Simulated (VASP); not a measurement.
# Pd (P6_3/mmc) in VASP: notebook, part 2 of 2

VASP 6.6.1. Earlier steps stand in the parts before.

### Step 4. Single point, PBE

File INCAR:

```
SYSTEM = Pd
PREC = Accurate ; ENCUT = 400
EDIFF = 1E-4 ; ISMEAR = -1
SIGMA = 0.2 ; LREAL = .FALSE.
LASPH = .TRUE. ; NELM = 100
ALGO = Normal ; ISIF = 2
LWAVE = .FALSE. ; LCHARG = .FALSE.
GGA = PE ; ADDGRID = .FALSE.
```

File KPOINTS:

```
Automatic mesh
0
G
  8 8 4
  0 0 0
```

File POSCAR:

```
Pd
1.0
    2.7836650458      0.0000000000      0.0000000000
   -1.3918325229      2.4107246453      0.0000000000
    0.0000000000      0.0000000000      4.6288930000
Pd
2
Direct
    0.3690330000      0.6707680000      0.2457130000
    0.7034100000      0.3270270000      0.7475630000
```

Potentials or basis: VASP PAW PBE potentials, release 64 (Pd).

Command:

```console
$ cat potpaw_PBE.64/Pd/POTCAR > POTCAR
$ mpirun -np 1 vasp_std > vasp.out
```

OUTCAR:

```text
SYSTEM = Pd
   PREC = Accurate
   ENCUT = 400
   EDIFF = 1E-4
   ISMEAR = -1
   LREAL = .FALSE.
   LASPH = .TRUE.
   NELM = 100
   ISIF = 2
   GGA = PE

 Found    132 irreducible k-points:

 Following reciprocal coordinates:
            Coordinates               Weight
  0.000000  0.000000  0.000000      1.000000
  0.125000  0.000000  0.000000      2.000000
  0.000000  0.125000  0.000000      2.000000
 -0.125000  0.125000  0.000000      2.000000
  0.250000  0.000000  0.000000      2.000000
  0.000000  0.250000  0.000000      2.000000
   k-points           NKPTS =    132   k-points in BZ     NKDIM =    132   number of bands    NBANDS=     14
   number of dos      NEDOS =    301   number of ions     NIONS =      2
   total plane-waves  NPLWV =   9720
   dimension x,y,z NGX =    18 NGY =   18 NGZ =   30
   dimension x,y,z NGXF=    36 NGYF=   36 NGZF=   60
   ions per type =               2
   NGX,Y,Z   is equivalent  to a cutoff of  10.75, 10.75, 10.77 a.u.
   NGXF,Y,Z  is equivalent  to a cutoff of  21.50, 21.50, 21.55 a.u.
 SYSTEM =  Pd
   PREC   = accura    normal or accurate (medium, high low for compatibility)
   ISTART =      0    job   : 0-new  1-cont  2-samecut
   ICHARG =      2    charge: 1-file 2-atom 10-const
   ISPIN  =      1    spin polarized calculation?
   LNONCOLLINEAR =      F non collinear calculations
   LSORBIT =      F    spin-orbit coupling
   LASPH  =      T    aspherical Exc in radial PAW
   ENCUT  =  400.0 eV  29.40 Ry    5.42 a.u.   4.54  4.54  7.55*2*pi/ulx,y,z
   NELM   =    100;   NELMIN=  2; NELMDL= -5     # of ELM steps
   EDIFF  = 0.1E-03   stopping-criterion for ELM
   LREAL  =      F    real-space projection
   EDIFFG = 0.1E-02   stopping-criterion for IOM
   NSW    =      0    number of steps for IOM
   IBRION =     -1    ionic relax: 0-MD 1-quasi-New 2-CG
   NFREE  =      0    steps in history (QN), initial steepest desc. (CG)
   ISIF   =      2    stress and relaxation
   ISYM   =      2    0-nonsym 1-usesym 2-fastsym
   POTIM  = 0.5000    time-step for ionic-motion
   TEBEG  =    0.0;   TEEND  =   0.0 temperature during run
   PSTRESS=    0.0 pullay stress
   NELECT =      20.0000    total number of electrons
   NUPDOWN=      -1.0000    fix difference up-down
   EMIN   =  10.00;   EMAX   =-10.00  energy-range for DOS
   EFERMI =   0.00;   METHOD = LEGACY
   ISMEAR =    -1;   SIGMA  =   0.20  broadening in eV -4-tet -1-fermi 0-gaus
   EFERMI_NEDOS =   21; number of points for ismear=-14 and -15
   IALGO  =     38    algorithm
   IMIX   =      4    mixing-type and parameters
     AMIX     =   0.40;   BMIX     =  1.00
     AMIX_MAG =   1.60;   BMIX_MAG =  1.00
  volume/ion in A,a.u.               =      15.53       104.81
  Fermi-wavevector in a.u.,A,eV,Ry     =   1.413636  2.671385 27.189429  1.998367
  Thomas-Fermi vector in A             =   2.535261
   LORBIT       =      0    0 simple, 1 ext, 2 COOP (PROOUT), +10 PAW based schemes
   GGA     = PE    functional components
   LHFCALC =     F    Hartree Fock is set to
   AEXX    =    0.0000 exact exchange contribution
   IVDW    =     0    specifies the selected vdW correction
   LEPSILON=     F    determine dielectric tensor
   LRPA    =     F    only Hartree local field effects (RPA)
 non-spin polarized calculation
  energy-cutoff  :      400.00
  volume of cell :       31.06
 maximum number of plane-waves:       580
   NGX =  9   NGY =  9   NGZ = 15

 number of electron      20.0000000 magnetization

 Free energy of the ion-electron system (eV)
  ---------------------------------------------------
  ext. energy  EPLUGINS =         0.00000000
  ---------------------------------------------------
  free energy    TOTEN  =       -10.60315826 eV

  energy without entropy =      -10.17396947  energy(sigma->0) =      -10.38856386

 E-fermi :   9.0409     XC(G=0): -12.8653

 val. band max:        9.0406255144   @ k =  -0.1250  -0.3750  -0.2500
 cond. band min:       9.0409420721   @ k =   0.3750   0.1250   0.2500
 fundamental gap:      0.0003165577
 Fermi energy:         9.0409337546

 k-point     1 :       0.0000    0.0000    0.0000
  band No.  band energies     occupation
      1       2.1886      2.00000
      2       4.0174      2.00000
      3       6.2166      2.00000
      4       6.4092      2.00000
      5       6.4300      2.00000
      6       6.7337      1.99998
      7       6.7603      1.99998
      8       7.3201      1.99963
      9       7.4214      1.99939
     10       8.6505      1.75139
     11       8.7450      1.62909
     12       9.9135      0.02517
     13      15.5857      0.00000
     14      26.0156      0.00000

 k-point     2 :       0.1250    0.0000    0.0000
  band No.  band energies     occupation
      1       2.6660      2.00000
      2       4.3374      2.00000
      3       5.9801      2.00000
      4       6.5332      1.99999
      5       6.7152      1.99998
      6       6.7348      1.99998
      7       6.9209      1.99995
      8       7.0355      1.99991
      9       7.1972      1.99980
     10       7.6201      1.99836
     11       8.7686      1.59206
     12      11.6934      0.00000
     13      15.6124      0.00000
     14      25.5012      0.00000

 k-point     3 :       0.0000    0.1250    0.0000
  band No.  band energies     occupation
      1       2.6666      2.00000
      2       4.3408      2.00000
      3       5.9713      2.00000
      4       6.5203      1.99999
      5       6.7376      1.99998
      6       6.7414      1.99998
      7       6.9138      1.99995
      8       7.0247      1.99992
      9       7.2220      1.99978
     10       7.6154      1.99840
     11       8.7426      1.63261
     12      11.7076      0.00000
     13      15.6120      0.00000
     14      25.4679      0.00000

 k-point     4 :      -0.1250    0.1250    0.0000
  band No.  band energies     occupation
      1       2.6651      2.00000
      2       4.3325      2.00000
      3       5.9917      2.00000
      4       6.5534      1.99999
      5       6.6890      1.99998
      6       6.7243      1.99998
      7       6.9377      1.99995
      8       7.0455      1.99991
      9       7.1531      1.99984
     10       7.6302      1.99827
     11       8.8046      1.53048
     12      11.6735      0.00000
     13      15.6129      0.00000
     14      25.5445      0.00000

 k-point     5 :       0.2500    0.0000    0.0000
  band No.  band energies     occupation
      1       3.8067      2.00000
      2       4.6967      2.00000
      3       5.7305      2.00000
      4       5.9172      2.00000
      5       6.3677      2.00000
      6       6.8207      1.99997
      7       7.0868      1.99989
      8       7.4845      1.99917
      9       7.5657      1.99875
     10       7.7937      1.99609
     11       8.8759      1.39073
     12      14.2712      0.00000
     13      15.8144      0.00000
     14      21.4261      0.00000

 k-point     6 :       0.0000    0.2500    0.0000
  band No.  band energies     occupation
      1       3.8129      2.00000
      2       4.7079      2.00000
      3       5.7491      2.00000
      4       5.9015      2.00000
      5       6.3554      2.00000
      6       6.8399      1.99997
      7       7.0457      1.99991
      8       7.4988      1.99910
      9       7.5693      1.99873
     10       7.7868      1.99622
     11       8.8619      1.41991
     12      14.2973      0.00000
     13      15.8164      0.00000
     14      21.4147      0.00000

 [... further k-points ...]
[... 5 lines left out ...]
  --------------------------------------------------------------------------------------
  -------------------------------------------------------------------------------------
  Total       -0.0962022     -0.0161170     -0.4316399      0.0270317     -0.0025929      0.0015752
  in kB       -4.9619683     -0.8312921    -22.2633452      1.3942525     -0.1337381      0.0812475
  external PRESSURE =      -9.3522019 kB  Pullay stress =       0.0000000 kB

 VOLUME and BASIS-vectors are now :
 -----------------------------------------------------------------------------
  energy-cutoff  :      400.00
  volume of cell :       31.06
      direct lattice vectors                 reciprocal lattice vectors
     2.783665046  0.000000000  0.000000000     0.359238624  0.207406516  0.000000000
    -1.391832523  2.410724645  0.000000000     0.000000000  0.414813032  0.000000000
     0.000000000  0.000000000  4.628893000     0.000000000  0.000000000  0.216034374

 POSITION                                       TOTAL-FORCE (eV/Angst)
 -----------------------------------------------------------------------------------
      0.09367      1.61704      1.13738         0.020419     -0.032545      0.065711
      1.50289      0.78837      3.46039        -0.020419      0.032545     -0.065711
 -----------------------------------------------------------------------------------
    total drift:                               -0.000018     -0.000004      0.000093

  FREE ENERGIE OF THE ION-ELECTRON SYSTEM (eV)
  ---------------------------------------------------
  free  energy   TOTEN  =       -10.6031582553 eV

  energy  without entropy=      -10.1739694701  energy(sigma->0) =      -10.38856386
```

OSZICAR:

```text
N       E                     dE             d eps       ncg     rms          rms(c)
DAV:   1     0.902492598534E+02    0.90249E+02   -0.91054E+03  3710   0.113E+03
DAV:   2    -0.985620220845E+01   -0.10011E+03   -0.95540E+02  3978   0.254E+02
DAV:   3    -0.111202662102E+02   -0.12641E+01   -0.12562E+01  4386   0.332E+01
DAV:   4    -0.111275966691E+02   -0.73305E-02   -0.73298E-02  4176   0.238E+00
DAV:   5    -0.111277106999E+02   -0.11403E-03   -0.11403E-03  4434   0.321E-01    0.970E+00
DAV:   6    -0.106255098642E+02    0.50220E+00   -0.14562E+00  3828   0.133E+01    0.481E+00
DAV:   7    -0.106085749949E+02    0.16935E-01   -0.98279E-03  4254   0.860E-01    0.244E+00
DAV:   8    -0.106031585390E+02    0.54165E-02   -0.15627E-03  3918   0.336E-01    0.770E-02
DAV:   9    -0.106031582553E+02    0.28367E-06   -0.26183E-05  2472   0.515E-02
   1 F= -.10603158E+02 E0= -.10388564E+02  d E =-.429189E+00
```

Wall time 12 s (1 thread of AMD EPYC 9R45 (Zen 5), shared host); peak memory 0.12 GiB.

These settings aren't checked as converged: the numbers below hold their error.

Results:

* Free energy: -10.6032 eV
* Pressure: -0.9 GPa
* Largest force: 0.076 eV/Å
* Band gap on the k mesh: none (metal or under the smearing width)

### Step 5. The reference run

An earlier run on the cell as given: functional PBEsol; potentials or basis VASP PAW PBE potentials, release 64 (Pd); cutoff 520 eV; k mesh 11 × 11 × 6; occupations fermi-dirac, width 0.05 eV; no spin polarisation.

- Pressure: -10.6 GPa
- Band gap on the k mesh: none (metal or under the smearing width)
